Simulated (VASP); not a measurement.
A run of VASP 6.6.1:

File INCAR:

```
  PREC = Accurate
  ENCUT = 600
  EDIFF = 1E-7
  ISMEAR = 1
  SIGMA = 0.1
  LREAL = F
  LASPH = T
  NELM = 80
  ALGO = Normal
  ISIF = 3
  LWAVE = F
  LCHARG = F
  GGA = PE
  IBRION = 2
  NSW = 90
  EDIFFG = -0.005
  KPAR = 2
```

File KPOINTS:

```
regular mesh
0
Gamma
  16 16 16
```

File POSCAR:

```
Ag                                      
1.0
   -0.0000000000      2.0728699263      2.0728699263
    2.0728699263     -0.0000000000      2.0728699263
    2.0728699263      2.0728699263     -0.0000000000
  Ag            
     1
Direct
     0.0000000000000000    0.0000000000000000    0.0000000000000000
```

Potentials or basis: VASP PAW PBE potentials, release 64 (Ag).

Command:

```console
$ cat potpaw_PBE.64/Ag/POTCAR > POTCAR
$ mpirun -np 2 vasp_std > vasp.out
```

Hardware: 2 MPI ranks on Intel(R) Xeon(R) Platinum 8488C (Sapphire Rapids) (shared host).

Q: Estimate the wall time of this run.

A: Run time: 10 s on 2 MPI ranks on Intel(R) Xeon(R) Platinum 8488C (Sapphire Rapids) (shared host), peak memory 0.15 GiB a rank. Counts: scf iterations 12, k points 145, ion steps 1.
